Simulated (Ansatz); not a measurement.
**Re: projected density of states with PBEsol+D4+U**

The system is Re.

```
Re
1.0
     2.79307    0.00000    0.00000
     1.39654    2.41887    0.00000
     1.39654    0.80629    2.28053
Re
1
Direct
  0.00000 0.00000 0.00000
```

This isn't the form of Re at room conditions, which is hcp.

```json
{"Program": "Ansatz 0.2.0", "Task": "projected density of states", "Functional": "PBEsol", "Dispersion": "D4", "Potentials or basis": "SPMS NC", "Cutoff": "435 eV", "Density cutoff": "1742 eV", "k mesh": "12 × 12 × 12", "Occupations": "fermi-dirac, width 0.15 eV", "Spin": "no spin polarisation", "Hubbard terms": "Re d U = 7 eV", "Driver": "chain", "Hubbard projectors": "ortho-atomic (the default)", "Double counting": "fll (the default)"}
```

- Pressure: -19.1 GPa
- Band gap on the k mesh: none (metal or under the smearing width)
- Density of states at the Fermi level: 0.52 states/eV per cell

Levels at points of the mesh, in eV from the Fermi level:
| k point | band 4 | band 5 | band 6 | band 7 | band 8 | band 9 | band 10 | band 11 | band 12 | band 13 |
| --- | --- | --- | --- | --- | --- | --- | --- | --- | --- | --- |
| (0.00, 0.00, 0.00) | -40.73 | -9.48 | -2.68 | -2.68 | -2.68 | 2.09 | 2.09 | 13.51 | 18.67 | 18.67 |
| (0.00, 0.00, -0.50) | -40.88 | -7.25 | -1.95 | -1.95 | 0.48 | 3.58 | 3.58 | 9.60 | 13.02 | 19.21 |
| (0.00, -0.50, -0.50) | -41.12 | -6.52 | -5.72 | 3.02 | 3.48 | 3.48 | 4.45 | 12.02 | 12.02 | 12.68 |

States per cell in windows of 0.5 eV (zero at the Fermi level; states under -8 eV left out):
```csv
from (eV),total,Re 5d,Re 6s
-8.0,0.06,0.01,0.05
-7.5,0.16,0.07,0.09
-7.0,0.26,0.15,0.10
-6.5,0.39,0.29,0.10
-6.0,0.63,0.53,0.09
-5.5,0.49,0.43,0.06
-5.0,0.35,0.31,0.03
-4.5,0.41,0.37,0.03
-4.0,0.55,0.50,0.03
-3.5,0.54,0.49,0.03
-3.0,0.61,0.55,0.03
-2.5,0.70,0.63,0.03
-2.0,0.79,0.72,0.04
-1.5,0.39,0.35,0.02
-1.0,0.33,0.29,0.02
-0.5,0.27,0.24,0.01
0.0,0.27,0.25,0.01
0.5,0.46,0.44,0.02
1.0,0.49,0.46,0.02
1.5,0.38,0.35,0.02
2.0,0.50,0.47,0.02
2.5,0.62,0.59,0.02
3.0,0.59,0.56,0.02
3.5,0.30,0.27,0.02
4.0,0.19,0.14,0.03
4.5,0.16,0.09,0.04
5.0,0.15,0.07,0.05
5.5,0.16,0.06,0.06
6.0,0.17,0.04,0.07
6.5,0.16,0.03,0.07
7.0,0.14,0.02,0.06
7.5,0.12,0.01,0.06
```

Eigenvalues of the final occupation matrices:
```
  site  spin  trace               eigenvalues
site 1     1   2.99  0.44 0.44 0.70 0.70 0.70
```

Wall time 1.9 s on 2 threads of Arm Neoverse V2 (shared host), peak memory 0.37 GiB.

Caveat: U without spin polarisation on a metal has little footing; pairwise dispersion overbinds metals, which lowers pressure and volume; the U is typed as a test and isn't derived for this compound. The run has no spin-orbit coupling, so splittings on Re are missing.
